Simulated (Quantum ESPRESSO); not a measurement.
# HfB2 (P6/mmm) in Quantum ESPRESSO: a series of runs

The runs below take HfB2 through single point, with PBEsol+U.

Program: Quantum ESPRESSO 7.5. These are calculated values, not measurements. Logs are shortened: lines on timing, memory, paths and dates and some standing lists are left out, and cuts for length are marked.

### 1 The crystal as given

Symmetry: P6/mmm, No. 191, hexagonal system. The conventional cell has a = 3.140 Å, b = 3.140 Å, c = 3.480 Å, α = 90.00°, β = 90.00°, γ = 120.00°. Hf (site symmetry 6/mmm) has 12 B at 2.51 Å as nearest neighbours. B (site symmetry -6m2) has 3 B at 1.81 Å as nearest neighbours.

### 2 Single point, PBEsol+U

pw.in

```
&CONTROL
  calculation = 'scf'
  prefix = 'pwscf'
  outdir = './tmp'
  pseudo_dir = './pseudo'
  tprnfor = .true.
  tstress = .true.
  disk_io = 'nowf'
/
&SYSTEM
  ibrav = 0
  nat = 3
  ntyp = 2
  ecutwfc = 45
  ecutrho = 360
  nbnd = 18
  occupations = 'smearing'
  smearing = 'fd'
  degauss = 0.00367493
/
&ELECTRONS
  conv_thr = 6d-10
  electron_maxstep = 120
  mixing_beta = 0.3
/
ATOMIC_SPECIES
Hf   178.4900 hf_pbesol_v1.uspp.F.UPF
B     10.8100 b_pbesol_v1.4.uspp.F.UPF
CELL_PARAMETERS angstrom
   3.1400000000    0.0000000000    0.0000000000
  -1.5700000000    2.7193197679    0.0000000000
   0.0000000000    0.0000000000    3.4800000000
ATOMIC_POSITIONS crystal
Hf     0.0000000000    0.0000000000    0.0000000000
B      0.6666666667    0.3333333333    0.5000000000
B      0.3333333333    0.6666666667    0.5000000000
K_POINTS automatic
10 10 8 0 0 0
HUBBARD {ortho-atomic}
U Hf-5d 4.0
```

Potentials or basis: GBRV 1.5 PBEsol.

The run is started by

```console
$ OMP_NUM_THREADS=1 mpirun -n 2 pw.x -nk 2 -in pw.in > pw.out
```

pw.out:

```text
This program is part of the open-source Quantum ESPRESSO suite
     for quantum simulation of materials; please cite
[... 6 lines left out ...]
     using ibrav=0 with symmetry is DISCOURAGED, use correct ibrav instead

     K-points division:     npool     =       2
     Subspace diagonalization in iterative solution of the eigenvalue problem:
     a serial algorithm will be used

     G-vector sticks info
     --------------------
     sticks:   dense  smooth     PW     G-vecs:    dense   smooth      PW
     Sum         859     433    139                23085     8129    1437

     Using Slab Decomposition

     bravais-lattice index     =            0
     lattice parameter (alat)  =       5.9337  a.u.
     unit-cell volume          =     200.5237 (a.u.)^3
     number of atoms/cell      =            3
     number of atomic types    =            2
     number of electrons       =        18.00
     number of Kohn-Sham states=           18
     kinetic-energy cutoff     =      45.0000  Ry
     charge density cutoff     =     360.0000  Ry
     scf convergence threshold =      6.0E-10
     mixing beta               =       0.3000
     number of iterations used =            8  plain     mixing
     Exchange-correlation= SLA  PW   PSX  PSC
                           (   1   4  10   8   0   0   0)
     Hubbard projectors: ortho-atomic
     Hubbard parameters of DFT+U (Dudarev formulation) in eV:
     U(Hf-5d) =  4.0000

     Internal variables: lda_plus_u =T, lda_plus_u_kind = 0

     Internal variables: orbital_resolved =F, hub_pot_fix =F, apply_U = F

     celldm(1)=   5.933740  celldm(2)=   0.000000  celldm(3)=   0.000000
     celldm(4)=   0.000000  celldm(5)=   0.000000  celldm(6)=   0.000000

     crystal axes: (cart. coord. in units of alat)
               a(1) = (   1.000000   0.000000   0.000000 )
               a(2) = (  -0.500000   0.866025   0.000000 )
               a(3) = (   0.000000   0.000000   1.108280 )

     reciprocal axes: (cart. coord. in units 2 pi/alat)
               b(1) = (  1.000000  0.577350 -0.000000 )
               b(2) = (  0.000000  1.154701  0.000000 )
               b(3) = (  0.000000 -0.000000  0.902299 )

     PseudoPot. # 1 for Hf read from file:
     hf_pbesol_v1.uspp.F.UPF
     Pseudo is Ultrasoft + core correction, Zval = 12.0
     Generated by new atomic code, or converted to UPF format
     Using radial grid of  921 points,  8 beta functions with:
                l(1) =   0
                l(2) =   0
                l(3) =   0
                l(4) =   1
                l(5) =   1
                l(6) =   2
                l(7) =   2
                l(8) =   3
     Q(r) pseudized with  6 coefficients,  rinner =    1.200   1.200   1.200
                                                       1.200   1.200   1.200
                                                       1.200

     PseudoPot. # 2 for B  read from file:
     b_pbesol_v1.4.uspp.F.UPF
     Pseudo is Ultrasoft + core correction, Zval =  3.0
     Generated by new atomic code, or converted to UPF format
     Using radial grid of  781 points,  4 beta functions with:
                l(1) =   0
[... 94 lines left out ...]

     Initial potential from superposition of free atoms

     starting charge      15.9994, renormalised to      18.0000

     negative rho (up, down):  1.188E-01 0.000E+00

     STARTING HUBBARD OCCUPATIONS:

     =================== HUBBARD OCCUPATIONS ===================
     ------------------------ ATOM    1 ------------------------
     Tr[ns(  1)] =   2.00000
     eigenvalues:
       0.200  0.200  0.200  0.200  0.200
     eigenvectors (columns):
       1.000  0.000  0.000  0.000  0.000
       0.000  1.000  0.000  0.000  0.000
       0.000  0.000  1.000  0.000  0.000
       0.000  0.000  0.000  1.000  0.000
       0.000  0.000  0.000  0.000  1.000
     occupation matrix ns (before diag.):
       0.200  0.000  0.000  0.000  0.000
       0.000  0.200  0.000  0.000  0.000
       0.000  0.000  0.200  0.000  0.000
       0.000  0.000  0.000  0.200  0.000
       0.000  0.000  0.000  0.000  0.200

     Number of occupied Hubbard levels =    2.0000

     Atomic wfc used for Hubbard projectors are orthogonalized

     Starting wfcs are   21 randomized atomic wfcs

     Self-consistent Calculation

     iteration #  1     ecut=    45.00 Ry     beta= 0.30
     Davidson diagonalization with overlap
     ethr =  1.00E-02,  avg # of iterations =  2.6

     =================== HUBBARD OCCUPATIONS ===================
     ------------------------ ATOM    1 ------------------------
     Tr[ns(  1)] =   1.29724
     eigenvalues:
       0.109  0.130  0.130  0.139  0.139
     eigenvectors (columns):
       1.000 -0.000  0.000 -0.000 -0.000
       0.000  0.292 -0.956 -0.000  0.000
       0.000  0.956  0.292 -0.000 -0.000
       0.000 -0.000  0.000 -0.644  0.765
       0.000  0.000  0.000  0.765  0.644
     occupation matrix ns (before diag.):
[... 85 lines left out ...]
     iteration # 10     ecut=    45.00 Ry     beta= 0.30
     Davidson diagonalization with overlap
     ethr =  5.76E-10,  avg # of iterations =  1.2

     negative rho (up, down):  1.129E-01 0.000E+00

     End of self-consistent calculation

     =================== HUBBARD OCCUPATIONS ===================
     ------------------------ ATOM    1 ------------------------
     Tr[ns(  1)] =   2.47076
     eigenvalues:
       0.230  0.239  0.239  0.264  0.264
     eigenvectors (columns):
      -1.000 -0.000  0.000  0.000 -0.000
      -0.000  0.292 -0.956  0.000  0.000
      -0.000  0.956  0.292  0.000 -0.000
      -0.000 -0.000  0.000  0.626  0.780
      -0.000  0.000  0.000 -0.780  0.626
     occupation matrix ns (before diag.):
       0.230 -0.000 -0.000 -0.000 -0.000
      -0.000  0.239 -0.000  0.000  0.000
      -0.000 -0.000  0.239 -0.000 -0.000
      -0.000  0.000 -0.000  0.264  0.000
[... 174 lines left out ...]
   -45.5066 -14.6435 -14.4734 -14.0792   6.8088   8.7255  12.1230  12.7812
    13.7804  19.1838  23.0487  23.3263  23.4667  24.0767  25.1011  27.5584
    28.5506  29.1626

          k = 0.0000-0.5774-0.4511 (  1008 PWs)   bands (ev):

   -45.5056 -14.6373 -14.5062 -14.0750   6.6873   9.2183  11.9623  12.2142
    13.8939  20.6576  21.3036  23.4200  24.2939  24.5189  25.0367  27.3823
    28.0622  29.6838

          k = 0.1000 0.1732 0.0000 (  1033 PWs)   bands (ev):
[... 235 lines left out ...]
   -45.5031 -14.4883 -14.4747 -14.3329   7.3825   8.3497  11.2463  13.4131
    13.6335  21.2911  22.3712  23.5034  24.0628  24.3063  24.7973  25.7727
    26.1239  28.8181

     the Fermi energy is    17.0381 ev

!    total energy              =    -171.20926307 Ry
     estimated scf accuracy    <          2.3E-10 Ry
     smearing contrib. (-TS)   =      -0.00020009 Ry
     internal energy E=F+TS    =    -171.20906297 Ry

     The total energy is F=E-TS. E is the sum of the following terms:
     one-electron contribution =      -4.78124286 Ry
     hartree contribution      =      12.43234317 Ry
     xc contribution           =     -81.43350153 Ry
     ewald contribution        =     -97.69983939 Ry
     Hubbard energy            =       0.27317764 Ry

     convergence has been achieved in  10 iterations

     negative rho (up, down):  1.129E-01 0.000E+00

     Forces acting on atoms (cartesian axes, Ry/au):

     atom    1 type  1   force =     0.00000000    0.00000000    0.00000000
     atom    2 type  2   force =    -0.00000000    0.00000000   -0.00000000
     atom    3 type  2   force =    -0.00000000    0.00000000    0.00000000

     Total force =     0.000000     Total SCF correction =     0.000000

     Computing stress (Cartesian axis) and pressure

     negative rho (up, down):  1.129E-01 0.000E+00
          total   stress  (Ry/bohr**3)                   (kbar)     P=       20.22
   0.00005862  -0.00000000   0.00000000            8.62       -0.00        0.00
   0.00000000   0.00005862   0.00000000            0.00        8.62        0.00
   0.00000000   0.00000000   0.00029505            0.00        0.00       43.40

=------------------------------------------------------------------------------=
   JOB DONE.
=------------------------------------------------------------------------------=
```

Wall time 12 s (2 MPI ranks of Arm Neoverse V2, shared host); peak memory 0.28 GiB.

What came out:

| Quantity | Value |
| --- | --- |
| Free energy | -2329.4207 eV |
| Pressure | 2.0 GPa |
| Band gap on the k mesh | none (metal or under the smearing width) |

Stress tensor (GPa, compression positive):
```
0.86 0.00 0.00
0.00 0.86 0.00
0.00 0.00 4.34
```

Eigenvalues of the final occupation matrices:
```tsv
site	spin	trace	eigenvalues
Hf 1 5d	each	1.24	0.23 0.24 0.24 0.26 0.26
```

Caveat: U without spin polarisation on a metal has little footing; the U is typed as a test and isn't derived for this compound.

### 3 Single point, PBEsol+U

pw.in, as its differences from that of step 2:

```diff
@@ -39,2 +39,2 @@
 HUBBARD {ortho-atomic}
-U Hf-5d 4.0
+U Hf-5d 5.0
```

Potentials or basis: GBRV 1.5 PBEsol.

The run is started by

```console
$ OMP_NUM_THREADS=1 mpirun -n 2 pw.x -nk 2 -in pw.in > pw.out
```

pw.out:

```text
This program is part of the open-source Quantum ESPRESSO suite
     for quantum simulation of materials; please cite
[... 6 lines left out ...]
     using ibrav=0 with symmetry is DISCOURAGED, use correct ibrav instead

     K-points division:     npool     =       2
     Subspace diagonalization in iterative solution of the eigenvalue problem:
     a serial algorithm will be used

     G-vector sticks info
     --------------------
     sticks:   dense  smooth     PW     G-vecs:    dense   smooth      PW
     Sum         859     433    139                23085     8129    1437

     Using Slab Decomposition

     bravais-lattice index     =            0
     lattice parameter (alat)  =       5.9337  a.u.
     unit-cell volume          =     200.5237 (a.u.)^3
     number of atoms/cell      =            3
     number of atomic types    =            2
     number of electrons       =        18.00
     number of Kohn-Sham states=           18
     kinetic-energy cutoff     =      45.0000  Ry
     charge density cutoff     =     360.0000  Ry
     scf convergence threshold =      6.0E-10
     mixing beta               =       0.3000
     number of iterations used =            8  plain     mixing
     Exchange-correlation= SLA  PW   PSX  PSC
                           (   1   4  10   8   0   0   0)
     Hubbard projectors: ortho-atomic
     Hubbard parameters of DFT+U (Dudarev formulation) in eV:
     U(Hf-5d) =  5.0000

     Internal variables: lda_plus_u =T, lda_plus_u_kind = 0

     Internal variables: orbital_resolved =F, hub_pot_fix =F, apply_U = F

     celldm(1)=   5.933740  celldm(2)=   0.000000  celldm(3)=   0.000000
     celldm(4)=   0.000000  celldm(5)=   0.000000  celldm(6)=   0.000000

     crystal axes: (cart. coord. in units of alat)
               a(1) = (   1.000000   0.000000   0.000000 )
               a(2) = (  -0.500000   0.866025   0.000000 )
               a(3) = (   0.000000   0.000000   1.108280 )

     reciprocal axes: (cart. coord. in units 2 pi/alat)
               b(1) = (  1.000000  0.577350 -0.000000 )
               b(2) = (  0.000000  1.154701  0.000000 )
               b(3) = (  0.000000 -0.000000  0.902299 )

     PseudoPot. # 1 for Hf read from file:
     hf_pbesol_v1.uspp.F.UPF
     Pseudo is Ultrasoft + core correction, Zval = 12.0
     Generated by new atomic code, or converted to UPF format
     Using radial grid of  921 points,  8 beta functions with:
                l(1) =   0
[... 135 lines left out ...]
       0.000  0.000  0.000  0.200  0.000
       0.000  0.000  0.000  0.000  0.200

     Number of occupied Hubbard levels =    2.0000

     Atomic wfc used for Hubbard projectors are orthogonalized

     Starting wfcs are   21 randomized atomic wfcs

     Self-consistent Calculation

     iteration #  1     ecut=    45.00 Ry     beta= 0.30
     Davidson diagonalization with overlap
     ethr =  1.00E-02,  avg # of iterations =  2.7

     =================== HUBBARD OCCUPATIONS ===================
     ------------------------ ATOM    1 ------------------------
     Tr[ns(  1)] =   1.25073
     eigenvalues:
       0.101  0.127  0.127  0.135  0.135
     eigenvectors (columns):
       1.000 -0.000  0.000 -0.000 -0.000
       0.000  0.292 -0.956 -0.000  0.000
       0.000  0.956  0.292 -0.000 -0.000
       0.000 -0.000  0.000 -0.644  0.765
       0.000  0.000  0.000  0.765  0.644
     occupation matrix ns (before diag.):
[... 94 lines left out ...]
     iteration # 11     ecut=    45.00 Ry     beta= 0.30
     Davidson diagonalization with overlap
     ethr =  1.27E-11,  avg # of iterations =  2.8

     negative rho (up, down):  1.132E-01 0.000E+00

     End of self-consistent calculation

     =================== HUBBARD OCCUPATIONS ===================
     ------------------------ ATOM    1 ------------------------
     Tr[ns(  1)] =   2.43190
     eigenvalues:
       0.226  0.234  0.234  0.261  0.261
     eigenvectors (columns):
      -1.000 -0.000  0.000  0.000 -0.000
      -0.000  0.292 -0.956  0.000  0.000
      -0.000  0.956  0.292  0.000 -0.000
      -0.000  0.000  0.000  0.626  0.779
      -0.000  0.000  0.000 -0.779  0.626
     occupation matrix ns (before diag.):
       0.226 -0.000 -0.000 -0.000 -0.000
      -0.000  0.234 -0.000  0.000  0.000
      -0.000 -0.000  0.234 -0.000 -0.000
      -0.000  0.000 -0.000  0.261  0.000
[... 174 lines left out ...]
   -45.6206 -14.7429 -14.5740 -14.1822   6.9278   8.7793  12.2291  12.8955
    13.8086  19.2834  23.1732  23.4975  23.6308  24.2068  25.1826  27.5983
    28.5538  29.1905

          k = 0.0000-0.5774-0.4511 (  1008 PWs)   bands (ev):

   -45.6195 -14.7368 -14.6066 -14.1781   6.8162   9.2658  12.0733  12.3266
    13.9056  20.6935  21.4774  23.5927  24.4500  24.6955  25.1243  27.3694
    28.1170  29.7484

          k = 0.1000 0.1732 0.0000 (  1033 PWs)   bands (ev):
[... 235 lines left out ...]
   -45.6178 -14.5888 -14.5741 -14.4325   7.4988   8.4620  11.2953  13.4616
    13.7149  21.3260  22.5290  23.6328  24.2104  24.4604  24.9186  25.8264
    26.2197  28.8562

     the Fermi energy is    17.2155 ev

!    total energy              =    -171.14133406 Ry
     estimated scf accuracy    <          1.4E-10 Ry
     smearing contrib. (-TS)   =      -0.00020439 Ry
     internal energy E=F+TS    =    -171.14112967 Ry

     The total energy is F=E-TS. E is the sum of the following terms:
     one-electron contribution =      -4.73579853 Ry
     hartree contribution      =      12.38696286 Ry
     xc contribution           =     -81.43024546 Ry
     ewald contribution        =     -97.69983939 Ry
     Hubbard energy            =       0.33779085 Ry

     convergence has been achieved in  11 iterations

     negative rho (up, down):  1.132E-01 0.000E+00

     Forces acting on atoms (cartesian axes, Ry/au):

     atom    1 type  1   force =     0.00000000    0.00000000    0.00000000
     atom    2 type  2   force =    -0.00000000   -0.00000000    0.00000000
     atom    3 type  2   force =     0.00000000    0.00000000   -0.00000000

     Total force =     0.000000     Total SCF correction =     0.000000

     Computing stress (Cartesian axis) and pressure

     negative rho (up, down):  1.132E-01 0.000E+00
          total   stress  (Ry/bohr**3)                   (kbar)     P=       36.58
   0.00014744   0.00000000  -0.00000000           21.69        0.00       -0.00
   0.00000000   0.00014744  -0.00000000            0.00       21.69       -0.00
  -0.00000000  -0.00000000   0.00045106           -0.00       -0.00       66.35

=------------------------------------------------------------------------------=
   JOB DONE.
=------------------------------------------------------------------------------=
```

Wall time 13 s (2 MPI ranks of Arm Neoverse V2, shared host); peak memory 0.28 GiB.

What came out:

* Free energy: -2328.4965 eV
* Pressure: 3.7 GPa
* Band gap on the k mesh: none (metal or under the smearing width)

Stress tensor (GPa, compression positive):
```
2.17 0.00 0.00
0.00 2.17 0.00
0.00 0.00 6.64
```

Eigenvalues of the final occupation matrices:
```csv
site,spin,trace,eigenvalues
Hf 1 5d,each,1.22,0.23 0.23 0.23 0.26 0.26
```

Caveat: U without spin polarisation on a metal has little footing; the U is typed as a test and isn't derived for this compound.

### 4 Single point, PBEsol+U

pw.in, as its differences from that of step 3:

```diff
@@ -39,2 +39,2 @@
 HUBBARD {ortho-atomic}
-U Hf-5d 5.0
+U Hf-5d 6.0
```

The run is started by

```console
$ OMP_NUM_THREADS=1 mpirun -n 2 pw.x -nk 2 -in pw.in > pw.out
```

Wall time 13 s (2 MPI ranks of Arm Neoverse V2, shared host); peak memory 0.28 GiB.

It converged, with:

```yaml
Free_energy: -2327.5825 eV
Pressure: 5.4 GPa
Band_gap_on_the_k_mesh: none (metal or under the smearing width)
```

Stress tensor (GPa, compression positive):
```
3.55 0.00 0.00
0.00 3.55 0.00
0.00 0.00 9.01
```

Levels at points of the mesh, in eV from the Fermi level:
```tsv
k point	band 5	band 6	band 7	band 8	band 9	band 10	band 11	band 12	band 13	band 14
(0.00, 0.00, 0.00)	-14.39	-3.46	-3.14	-3.14	-2.79	4.34	4.35	4.35	4.37	4.37
(0.00, 0.00, -0.50)	-11.92	-9.19	-1.67	-1.67	0.42	0.42	1.19	1.19	2.55	4.38
(0.00, -0.50, 0.00)	-10.26	-9.62	-4.20	-3.97	-2.63	1.46	3.10	5.31	5.47	5.80
(0.00, -0.50, -0.50)	-10.45	-8.08	-5.21	-4.96	-3.48	3.33	4.26	6.37	7.21	7.48
```

Eigenvalues of the final occupation matrices:
```csv
site,spin,trace,eigenvalues
Hf 1 5d,each,1.20,0.22 0.23 0.23 0.26 0.26
```

Caveat: U without spin polarisation on a metal has little footing; the U is typed as a test and isn't derived for this compound. Spin-orbit coupling is left out, which matters for the levels of Hf.

### 5 Single point, PBEsol+U

pw.in, as its differences from that of step 4:

```diff
@@ -39,2 +39,2 @@
 HUBBARD {ortho-atomic}
-U Hf-5d 6.0
+U Hf-5d 8.0
```

The run is started by

```console
$ OMP_NUM_THREADS=1 mpirun -n 2 pw.x -nk 2 -in pw.in > pw.out
```

It took 13 s on 2 MPI ranks of Arm Neoverse V2, shared host; peak memory 0.28 GiB.

The run converged. Its results:

| Item | Value |
| --- | --- |
| Free energy | -2325.7872 eV |
| Pressure | 9.1 GPa |
| Band gap on the k mesh | none (metal or under the smearing width) |

Stress tensor (GPa, compression positive):
```
 6.57  0.00  0.00
 0.00  6.57  0.00
 0.00  0.00 14.03
```

Levels at points of the mesh, in eV from the Fermi level:
| k point | band 5 | band 6 | band 7 | band 8 | band 9 | band 10 | band 11 | band 12 | band 13 | band 14 |
| --- | --- | --- | --- | --- | --- | --- | --- | --- | --- | --- |
| (0.00, 0.00, 0.00) | -14.69 | -3.78 | -3.29 | -3.29 | -2.74 | 4.03 | 4.06 | 4.06 | 4.47 | 4.47 |
| (0.00, 0.00, -0.50) | -12.22 | -9.54 | -1.91 | -1.91 | 0.42 | 0.42 | 1.22 | 1.22 | 2.64 | 4.06 |
| (0.00, -0.50, 0.00) | -10.51 | -9.91 | -4.28 | -4.23 | -2.59 | 1.16 | 3.22 | 4.90 | 5.32 | 5.77 |
| (0.00, -0.50, -0.50) | -10.56 | -8.37 | -5.36 | -5.11 | -3.84 | 3.02 | 4.24 | 6.35 | 7.18 | 7.49 |

Eigenvalues of the final occupation matrices:
```tsv
site	spin	trace	eigenvalues
Hf 1 5d	each	1.15	0.21 0.22 0.22 0.25 0.25
```

Caveat: U without spin polarisation on a metal has little footing; the U is typed as a test and isn't derived for this compound. The run has no spin-orbit coupling, so splittings on Hf are missing.

### 6 Overview

```tsv
U	gap on the mesh (eV)	pressure (GPa)
Hf d U = 4 eV	none	2.0
Hf d U = 5 eV	none	3.7
Hf d U = 6 eV	none	5.4
Hf d U = 8 eV	none	9.1
```

Alike in all rows: task single point; level PBEsol+U; potentials or basis GBRV 1.5 PBEsol; no spin polarisation; cell as given; k mesh 10 × 10 × 8; cutoff (eV) 612; smearing fermi-dirac 0.05 eV.

Every run on the cell as given and a fine mesh finds a metal.

Caveats: U without spin polarisation on a metal has little footing; the U is typed as a test and isn't derived for this compound.

Absolute energies hang on the potentials; compare differences alone.
